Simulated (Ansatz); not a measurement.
# P: the cost of one run

Program: Ansatz 0.2.0. Level of theory: DFT PBE, scalar-relativistic, plane waves, PAW. These are calculated values, not measurements.

3 further runs of the same task are left out: 1 that didn't finish, 2 set aside as unsound or not needed.

**1. The system as given**

It takes space group Pmna (No. 53, orthorhombic). The conventional cell has a = 3.303 Å, b = 34.863 Å, c = 4.635 Å, α = 90.00°, β = 90.00°, γ = 90.00°. Around P (site symmetry m) lie 3 P at 2.23 to 2.26 Å.

As a file:

```cif
data_structure
_symmetry_space_group_name_H-M 'P 1'
_symmetry_Int_Tables_number 1
_cell_length_a 3.3031
_cell_length_b 4.6350
_cell_length_c 69.7259
_cell_angle_alpha 90.000
_cell_angle_beta 90.000
_cell_angle_gamma 90.000
_cell_volume 1067.49
loop_
_atom_site_label
_atom_site_type_symbol
_atom_site_fract_x
_atom_site_fract_y
_atom_site_fract_z
_atom_site_occupancy
P1 P 0.00000 0.41085 0.01510 1
P2 P 0.00000 0.41085 0.51510 1
P3 P 0.00000 0.58915 0.48490 1
P4 P 0.00000 0.58915 0.98490 1
P5 P 0.50000 0.91085 0.48490 1
P6 P 0.50000 0.91085 0.98490 1
P7 P 0.50000 0.08915 0.01510 1
P8 P 0.50000 0.08915 0.51510 1
```

It goes back to an entry of the Materials Project, which need not be the stable form.

It is built from the cell relaxed beforehand with the same method (133.44 Å³/atom).

**2. The undisturbed cell**

Contents of input.yaml:

```yaml
crystal:
  lattice:
    - [-3.3031195057, 0.0, 0.0]
    - [0.0, 0.0, -4.6349694114]
    - [0.0, -69.7259312307, 0.0]
  atoms:
    - { symbol: P, position: [0.0, 0.4108526805, 0.0150956484] }
    - { symbol: P, position: [0.0, 0.4108526805, 0.5150956484] }
    - { symbol: P, position: [0.0, 0.5891473195, 0.4849043516] }
    - { symbol: P, position: [0.0, 0.5891473195, 0.9849043516] }
    - { symbol: P, position: [0.5, 0.9108526805, 0.4849043516] }
    - { symbol: P, position: [0.5, 0.9108526805, 0.9849043516] }
    - { symbol: P, position: [0.5, 0.0891473195, 0.0150956484] }
    - { symbol: P, position: [0.5, 0.0891473195, 0.5150956484] }
basis:
  ecutwfc: 420
kpoints:
  mp_grid: { grid: [8, 6, 1] }
hamiltonian:
  xc: pbe
scf:
  occupations: { method: gaussian, width: 0.05 }
output:
  forces: true
  stress: true
  eigenvalues: true
  write_density: true
  write_potential: true
  elf: true
  volumetric_format: npy
```

Started as:

```bash
ansatz run input.yaml --threads 2 --pin off --max-ram 5120MiB --backend cpu --events-out ev --progress --plain --runs-dir out
```

Q: Estimate wall time and peak memory on 2 threads of Arm Neoverse V1, shared host.

About 27 s, with a peak of 1.2 GiB.
